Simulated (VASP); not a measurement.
Runs of VASP 6.6.1 on Pt. It takes space group Im-3m (No. 229, cubic). The conventional cell has a = 3.114 Å, b = 3.114 Å, c = 3.114 Å, α = 90.00°, β = 90.00°, γ = 90.00°. Around Pt (site symmetry m-3m) lie 8 Pt at 2.70 Å. This isn't the form of Pt at room conditions, which is fcc.

```tsv
task	level	potentials or basis	cell	k mesh	cutoff (eV)	mesh quality	gap on the mesh (eV)	pressure (GPa)	relaxed volume (Å³/atom)
relaxation of cell and atoms	PBEsol	VASP PAW PBE potentials, release 64 (Pt)	relaxed	18 × 18 × 18	600	not flagged	none	0.0	15.18
relaxation of cell and atoms	RPBE	VASP PAW PBE potentials, release 64 (Pt)	relaxed	18 × 18 × 18	600	not flagged	none	0.0	16.07
single point	PBEsol	VASP PAW PBE potentials, release 64 (Pt)	as given	18 × 18 × 18	520	not flagged	none	(b)	-
relaxation of cell and atoms	PBEsol	VASP PAW PBE potentials, release 64 (Pt)	relaxed	18 × 18 × 18	580	not flagged	none	0.0	15.18
relaxation of cell and atoms	PBEsol	VASP PAW PBE potentials, release 64 (Pt)	relaxed	18 × 18 × 18	300	not flagged	none	0.0	(a)
relaxation of cell and atoms	LDA	VASP PAW LDA potentials, release 64 (Pt)	relaxed	18 × 18 × 18	600	not flagged	none	0.0	14.96
relaxation of cell and atoms	PBEsol	VASP PAW PBE potentials, release 64 (Pt)	relaxed	6 × 6 × 6	600	coarse	none	0.0	15.24
relaxation of cell and atoms	PBE	VASP PAW PBE potentials, release 64 (Pt)	relaxed	18 × 18 × 18	600	not flagged	none	0.0	15.79
```

Alike in all rows: no spin polarisation; smearing gaussian 0.1 eV.

Task: Fill in the values left out.

Result: (a) 15.14; (b) 1.4.

Caveats: some runs use coarse meshes; the PAW data sets were made with another functional, which shifts forces and pressure a little (some runs).

A k mesh can miss the band edges, and the runs leave out spin-orbit coupling on Pt.

A gap of «none» marks a metal or a gap under the smearing width.

Not every run made on this cell is shown here.
